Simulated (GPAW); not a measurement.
# Nb: single point with PBE

Nb:

```
Nb
1.0
    -1.66395    1.66395    1.66395
     1.66395   -1.66395    1.66395
     1.66395    1.66395   -1.66395
Nb
1
Direct
  0.00000 0.00000 0.00000
```

```yaml
Program: GPAW 26.7.0
Task: single point
Functional: PBE
Potentials_or_basis: GPAW PAW data sets (gpaw-data 1.2.1)
Cutoff: 600 eV
Basis: pw
k_mesh: 11 × 11 × 11
Occupations: gaussian, width 0.018 eV
Spin: no spin polarisation
Maxiter: 150
```

* Pressure: -2.5 GPa
* Band gap on the k mesh: none (metal or under the smearing width)

Levels at points of the mesh, in eV from the Fermi level:
```
           k point  band 2  band 3  band 4  band 5  band 6  band 7  band 8  band 9  band 10  band 11
(0.00, 0.00, 0.00)  -29.75  -29.75  -29.75   -5.79    0.43    0.43    0.43    3.25     3.25    14.42
```

Run time: 12 s on 1 thread of Arm Neoverse V1 (shared host), peak memory 0.14 GiB.
